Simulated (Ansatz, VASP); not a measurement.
**Mg: VASP beside Ansatz**

INCAR

```
PREC = Accurate
ENCUT = 520
EDIFF = 1E-6
ISMEAR = 0
SIGMA = 0.1
LREAL = F
LASPH = T
NELM = 100
ALGO = Normal
ISIF = 2
LWAVE = F
LCHARG = F
GGA = PE
NBANDS = 7
```

The input KPOINTS:

```
regular mesh
0
Gamma
  15 15 15
```

Contents of POSCAR:

```
Mg
1.0
    0.0448851200      2.2992178294      2.2992178294
    2.2992178294      0.0448851200      2.2992178294
    2.2992178294      2.2992178294      0.0448851200
Mg
1
Direct
    0.0000000000      0.0000000000      0.0000000000
```

Input for Ansatz:

```yaml
crystal:
  lattice:
    - [0.04488512, 2.2992178294, 2.2992178294]
    - [2.2992178294, 0.04488512, 2.2992178294]
    - [2.2992178294, 2.2992178294, 0.04488512]
  atoms:
    - { symbol: Mg, position: [0.0, 0.0, 0.0] }
basis:
  ecutwfc: 420
kpoints:
  mp_grid: { grid: [15, 15, 15] }
hamiltonian:
  xc: pbe
scf:
  occupations: { method: gaussian, width: 0.1 }
output:
  forces: true
  stress: true
  eigenvalues: true
```

Alike in both runs: task single point; functional PBE; k mesh 15 × 15 × 15; occupations gaussian, width 0.1 eV; no spin polarisation.

|  | VASP | Ansatz |
| --- | --- | --- |
| version | VASP 6.6.1 | Ansatz 0.2.0 |
| potentials or method | VASP PAW PBE potentials, release 64 (Mg) | scalar-relativistic, plane waves, PAW |
| plane-wave cutoff (eV) | 520 | 420 |
| valence electrons in the cell | 2 | 10 |

|  | VASP | Ansatz | Ansatz less VASP |
| --- | --- | --- | --- |
| gap on the k mesh at the Fermi level (eV) | none | none | - |
| pressure (GPa) | -0.8 | -0.7 | +0.12 |
| largest component of the traceless stress (GPa) | 0.34 | 0.34 | +0.001 |

A gap of «none» marks a metal or a gap that the smearing closes. The two sets of potentials don't hold the same shells in valence.
